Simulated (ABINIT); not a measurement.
Crystal: Ga.

```
Ga
1.0
     2.77842    0.00000    0.00000
     0.00000    3.28161    0.00000
    -1.34343    0.00000    3.99027
Ga
2
Cartesian
  -0.6607 2.4612 3.0732
  2.0957 0.8204 0.9171
```

This isn't the form of Ga at room conditions, which is orthorhombic.

Base run:

| Item | Value |
| --- | --- |
| Program | ABINIT 10.8.3 (patched build) |
| Functional | PBE |
| Potentials or basis | Ansatz PAW PBE default generated set, frozen core |
| Cutoff | 490 eV |
| k mesh | 10 × 8 × 7 |
| Occupations | fermi-dirac, width 0.05 eV |
| Spin | no spin polarisation |

Its results: band gap on the k mesh none (metal or under the smearing width); pressure 3.0 GPa; largest force 0.086 eV/Å.

Q: The run is repeated on the same cell with these changes: functional from PBE to r2SCAN. What comes out?

A: Band gap on the k mesh none (metal or under the smearing width); pressure -0.2 GPa; largest force 0.054 eV/Å.

Caveats: the atomic spheres overlap; the PAW data sets were made with another functional, which shifts forces and pressure a little (some runs).
